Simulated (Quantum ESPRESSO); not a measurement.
A run of Quantum ESPRESSO 7.5:

The input pw.in:

```
&CONTROL
  calculation = 'scf'
  prefix = 'pwscf'
  outdir = './tmp'
  pseudo_dir = './pseudo'
  tprnfor = .true.
  tstress = .true.
  disk_io = 'low'
/
&SYSTEM
  ibrav = 0
  celldm(1) = 8
  nat = 3
  ntyp = 2
  ecutwfc = 84
  nbnd = 24
  occupations = 'smearing'
  smearing = 'fd'
  degauss = 0.00367493
/
&ELECTRONS
  conv_thr = 6d-10
  electron_maxstep = 120
  mixing_beta = 0.5
/
ATOMIC_SPECIES
Ga    69.7230 Ga.upf
O     15.9990 O.upf
CELL_PARAMETERS alat
  0.8864432137951   0.0000000000000   0.0000000000000
 -0.4432216068976   0.7676823408680   0.0000000000000
  0.0000000000000   0.0000000000000   0.8827506204450
ATOMIC_POSITIONS crystal
Ga     0.6666666700    0.3333333300    0.5000000000
Ga     0.3333333300    0.6666666700    0.5000000000
O      0.0000000000    0.0000000000    0.0000000000
K_POINTS automatic
4 4 4 0 0 1
```

Contents of relax.in:

```
&CONTROL
  calculation = 'vc-relax'
  prefix = 'pwscf'
  outdir = './tmp'
  pseudo_dir = './pseudo'
  tprnfor = .true.
  tstress = .true.
  disk_io = 'low'
  nstep = 40
  forc_conv_thr = 0.0001
  etot_conv_thr = 1d-06
/
&SYSTEM
  ibrav = 0
  celldm(1) = 8
  nat = 3
  ntyp = 2
  ecutwfc = 84
  nbnd = 24
  occupations = 'smearing'
  smearing = 'fd'
  degauss = 0.00367493
/
&ELECTRONS
  conv_thr = 6d-10
  electron_maxstep = 120
  mixing_beta = 0.5
/
&IONS
  ion_dynamics = 'bfgs'
/
&CELL
  cell_dynamics = 'bfgs'
  press = 0
  press_conv_thr = 0.2
/
ATOMIC_SPECIES
Ga    69.7230 Ga.upf
O     15.9990 O.upf
CELL_PARAMETERS alat
  0.8864432137951   0.0000000000000   0.0000000000000
 -0.4432216068976   0.7676823408680   0.0000000000000
  0.0000000000000   0.0000000000000   0.8827506204450
ATOMIC_POSITIONS crystal
Ga     0.6666666700    0.3333333300    0.5000000000
Ga     0.3333333300    0.6666666700    0.5000000000
O      0.0000000000    0.0000000000    0.0000000000
K_POINTS automatic
4 4 4 0 0 1
```

Contents of scf2.in:

```
&CONTROL
  calculation = 'scf'
  prefix = 'pwscf'
  outdir = './tmp'
  pseudo_dir = './pseudo'
  tprnfor = .true.
  tstress = .true.
  disk_io = 'low'
/
&SYSTEM
  ibrav = 0
  celldm(1) = 8
  nat = 3
  ntyp = 2
  ecutwfc = 84
  nbnd = 24
  occupations = 'smearing'
  smearing = 'fd'
  degauss = 0.00367493
/
&ELECTRONS
  conv_thr = 1d-13
  electron_maxstep = 120
  mixing_beta = 0.5
  startingpot = 'file'
  startingwfc = 'file'
/
ATOMIC_SPECIES
Ga    69.7230 Ga.upf
O     15.9990 O.upf
CELL_PARAMETERS alat
  0.9738161983571  -0.0000000000068   0.0000000000000
 -0.4869080991727   0.8433495663975   0.0000000000000
  0.0000000000000   0.0000000000000   0.7023976614388
ATOMIC_POSITIONS crystal
Ga     0.6666666667    0.3333333333    0.5000000000
Ga     0.3333333333    0.6666666667    0.5000000000
O      0.0000000000    0.0000000000    0.0000000000
K_POINTS automatic
4 4 4 0 0 1
```

Contents of ph.in:

```
phonon_bands of Ga2O
&INPUTPH
  prefix = 'pwscf'
  outdir = './tmp'
  tr2_ph = 1d-18
  fildyn = 'dyn'
  niter_ph = 90
  alpha_mix(1) = 0.4
  ldisp = .true.
  nq1 = 2
  nq2 = 2
  nq3 = 2
/
```

File q2r.in:

```
&INPUT
  fildyn = 'dyn'
  zasr = 'crystal'
  flfrc = 'fc'
/
```

The input matdyn.in:

```
&INPUT
  asr = 'crystal'
  flfrc = 'fc'
  flfrq = 'freq'
  q_in_cryst_coord = .true.
  flvec = ' '
/
80
 0.0000000000  0.0000000000  0.0000000000
 0.0625000000  0.0000000000  0.0000000000
 0.1250000000  0.0000000000  0.0000000000
 0.1875000000  0.0000000000  0.0000000000
 0.2500000000  0.0000000000  0.0000000000
 0.3125000000  0.0000000000  0.0000000000
 0.3750000000  0.0000000000  0.0000000000
 0.4375000000  0.0000000000  0.0000000000
 0.5000000000  0.0000000000  0.0000000000
 0.4583333333  0.0833333333  0.0000000000
 0.4166666667  0.1666666667  0.0000000000
 0.3750000000  0.2500000000  0.0000000000
 0.3333333333  0.3333333333  0.0000000000
 0.2962962963  0.2962962963  0.0000000000
 0.2592592593  0.2592592593  0.0000000000
 0.2222222222  0.2222222222  0.0000000000
 0.1851851852  0.1851851852  0.0000000000
 0.1481481481  0.1481481481  0.0000000000
 0.1111111111  0.1111111111  0.0000000000
 0.0740740741  0.0740740741  0.0000000000
 0.0370370370  0.0370370370  0.0000000000
 0.0000000000  0.0000000000  0.0000000000
 0.0000000000  0.0000000000  0.0500000000
 0.0000000000  0.0000000000  0.1000000000
 0.0000000000  0.0000000000  0.1500000000
 0.0000000000  0.0000000000  0.2000000000
 0.0000000000  0.0000000000  0.2500000000
 0.0000000000  0.0000000000  0.3000000000
 0.0000000000  0.0000000000  0.3500000000
 0.0000000000  0.0000000000  0.4000000000
 0.0000000000  0.0000000000  0.4500000000
 0.0000000000  0.0000000000  0.5000000000
 0.0555555556  0.0000000000  0.5000000000
 0.1111111111  0.0000000000  0.5000000000
 0.1666666667  0.0000000000  0.5000000000
 0.2222222222  0.0000000000  0.5000000000
 0.2777777778  0.0000000000  0.5000000000
 0.3333333333  0.0000000000  0.5000000000
 0.3888888889  0.0000000000  0.5000000000
 0.4444444444  0.0000000000  0.5000000000
 0.5000000000  0.0000000000  0.5000000000
 0.4666666667  0.0666666667  0.5000000000
 0.4333333333  0.1333333333  0.5000000000
 0.4000000000  0.2000000000  0.5000000000
 0.3666666667  0.2666666667  0.5000000000
 0.3333333333  0.3333333333  0.5000000000
 0.3000000000  0.3000000000  0.5000000000
 0.2666666667  0.2666666667  0.5000000000
 0.2333333333  0.2333333333  0.5000000000
 0.2000000000  0.2000000000  0.5000000000
 0.1666666667  0.1666666667  0.5000000000
 0.1333333333  0.1333333333  0.5000000000
 0.1000000000  0.1000000000  0.5000000000
 0.0666666667  0.0666666667  0.5000000000
 0.0333333333  0.0333333333  0.5000000000
 0.0000000000  0.0000000000  0.5000000000
 0.5000000000  0.0000000000  0.5000000000
 0.5000000000  0.0000000000  0.4545454545
 0.5000000000  0.0000000000  0.4090909091
 0.5000000000  0.0000000000  0.3636363636
 0.5000000000  0.0000000000  0.3181818182
 0.5000000000  0.0000000000  0.2727272727
 0.5000000000  0.0000000000  0.2272727273
 0.5000000000  0.0000000000  0.1818181818
 0.5000000000  0.0000000000  0.1363636364
 0.5000000000  0.0000000000  0.0909090909
 0.5000000000  0.0000000000  0.0454545455
 0.5000000000  0.0000000000  0.0000000000
 0.3333333333  0.3333333333  0.0000000000
 0.3333333333  0.3333333333  0.0454545455
 0.3333333333  0.3333333333  0.0909090909
 0.3333333333  0.3333333333  0.1363636364
 0.3333333333  0.3333333333  0.1818181818
 0.3333333333  0.3333333333  0.2272727273
 0.3333333333  0.3333333333  0.2727272727
 0.3333333333  0.3333333333  0.3181818182
 0.3333333333  0.3333333333  0.3636363636
 0.3333333333  0.3333333333  0.4090909091
 0.3333333333  0.3333333333  0.4545454545
 0.3333333333  0.3333333333  0.5000000000
```

The input matdyn_dos.in:

```
&INPUT
  asr = 'crystal'
  flfrc = 'fc'
  dos = .true.
  fldos = 'phdos'
  nk1 = 8
  nk2 = 8
  nk3 = 8
  deltaE = 1
  flvec = ' '
  flfrq = ' '
/
```

File matdyn_mesh.in:

```
&INPUT
  asr = 'crystal'
  flfrc = 'fc'
  flfrq = 'mesh'
  q_in_cryst_coord = .true.
  flvec = ' '
/
216
 0.08333333  0.08333333  0.08333333
 0.08333333  0.08333333  0.25000000
 0.08333333  0.08333333  0.41666667
[... 213 further points of the even 6 x 6 x 6 mesh, shifted by half a step ...]
```

Potentials or basis: PseudoDojo 0.4.1 SR PBEsol standard.

Command:

```console
$ OMP_NUM_THREADS=1 mpirun -n 4 pw.x -nk 2 -in pw.in > pw.out
$ OMP_NUM_THREADS=1 mpirun -n 4 pw.x -nk 2 -in relax.in > relax.out
$ OMP_NUM_THREADS=1 mpirun -n 4 pw.x -nk 2 -in scf2.in > scf2.out
$ OMP_NUM_THREADS=1 mpirun -n 4 ph.x -nk 2 -in ph.in > ph.out
$ OMP_NUM_THREADS=1 mpirun -n 1 q2r.x -in q2r.in > q2r.out
$ OMP_NUM_THREADS=1 mpirun -n 1 matdyn.x -in matdyn.in > matdyn.out
$ OMP_NUM_THREADS=1 mpirun -n 1 matdyn.x -in matdyn_dos.in > matdyn_dos.out
$ OMP_NUM_THREADS=1 mpirun -n 1 matdyn.x -in matdyn_mesh.in > matdyn_mesh.out
```

Hardware: 4 MPI ranks on Arm Neoverse V1 (shared host).

Problem. Estimate the wall time of this run.

Solution. It took 12 min on 4 MPI ranks on Arm Neoverse V1, on a shared host, peak memory 0.36 GiB a rank. Counts: scf iterations 103, k pools 2, bands 24, ion steps 9, k points 8, g dense 32051.
